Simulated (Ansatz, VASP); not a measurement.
**Two plane-wave programs on LiF**

File INCAR:

```
SYSTEM = LiF
  ALGO = Normal
  EDIFF = 1E-7
  ENCUT = 520
  GGA = PE
  ISIF = 2
  ISMEAR = 0
  LASPH = .TRUE.
  LCHARG = .TRUE.
  LELF = .TRUE.
  LREAL = .FALSE.
  LVHAR = .TRUE.
  LWAVE = .FALSE.
  NBANDS = 12
  NELM = 60
  PREC = Accurate
  SIGMA = 0.02
```

KPOINTS

```
k-points
0
G
  10 10 10
  0 0 0
```

POSCAR

```
LiF
1.0
    2.5595330000      0.0000000000      0.0000000000
    0.0000000000      2.5595330000      0.0000000000
    0.0000000000      0.0000000000      2.5595330000
Li F
1 1
Direct
    0.0000000000      0.0000000000      0.0879066611
    0.5000000000      0.5000000000      0.5000000000
```

Input for Ansatz:

```yaml
crystal:
  lattice:
    - [2.559533, 0.0, 0.0]
    - [0.0, 2.559533, 0.0]
    - [0.0, 0.0, 2.559533]
  atoms:
    - { symbol: Li, position: [0.0, 0.0, 0.0879066611] }
    - { symbol: F, position: [0.5, 0.5, 0.5] }
basis:
  ecutwfc: 420
kpoints:
  mp_grid: { grid: [10, 10, 10] }
hamiltonian:
  xc: pbe
scf:
  occupations: { method: gaussian, width: 0.02 }
output:
  forces: true
  stress: true
  eigenvalues: true
```

Change from the starting cell: one atom moved.

Alike in both runs: task single point; functional PBE; k mesh 10 × 10 × 10; occupations gaussian, width 0.02 eV; no spin polarisation.

```csv
,VASP,Ansatz
version,VASP 6.6.1,Ansatz 0.2.0
potentials or method,"VASP PAW PBE potentials, release 64 (Li_sv, F)","scalar-relativistic, plane waves, PAW"
plane-wave cutoff (eV),520,420
valence electrons in the cell,10,10
```

Ansatz gave:

| Item | Value |
| --- | --- |
| gap on the k mesh at the Fermi level (eV) | 7.46 |
| least direct gap on the mesh (eV) | 8.09 |
| rms of the force components (eV/Å) | 0.038 |

Question: What did VASP give for the same quantities?

Answer: gap on the k mesh at the Fermi level (eV): 7.46; least direct gap on the mesh (eV): 8.10; rms of the force components (eV/Å): 0.038.

Atom by atom the forces differ by 0.000 eV/Å (rms over components).

 A k mesh can miss the band edges.
